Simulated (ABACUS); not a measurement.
The system is CdSe (Cadmoselite).

```xyz
4
Lattice="4.3000 0.0000 0.0000 -2.1500 3.7239 0.0000 0.0000 0.0000 7.0200" Properties=species:S:1:pos:R:3 pbc="T T T"
Cd    2.1500    1.2413    3.5100
Cd    0.0000    2.4826    0.0000
Se    2.1500    1.2413    6.2127
Se    0.0000    2.4826    2.7027
```

Base run:

| Property | Result |
| --- | --- |
| Program | ABACUS 3.10.1 |
| Functional | PBEsol |
| Potentials or basis | SG15 ONCV 1.2 PBE |
| Cutoff | 1401 eV |
| Density cutoff | 5606 eV |
| Basis | plane waves |
| k mesh | 6 × 6 × 3 |
| Occupations | fermi-dirac, width 0.05 eV |
| Spin | no spin polarisation |

Its results: band gap on the k mesh 0.54 eV, direct; pressure 0.5 GPa; largest force 0.273 eV/Å.

Question: The run is repeated on the same cell with these changes: functional from PBEsol to SOGGA; potentials or basis from SG15 ONCV 1.2 PBE to GBRV ultrasoft 1.5 PBE; cutoff from 1401 eV to 544 eV; density cutoff from 5606 eV to 4354 eV; valence electrons from 52 to 36. What comes out?

Answer: Band gap on the k mesh 0.56 eV, direct; pressure -0.3 GPa; largest force 0.265 eV/Å.

Caveats: the potentials were made for another functional, which shifts forces and pressure; an odd mesh through Γ misses points on the zone boundary, where band edges often lie.

Not every run made on this cell is shown here.
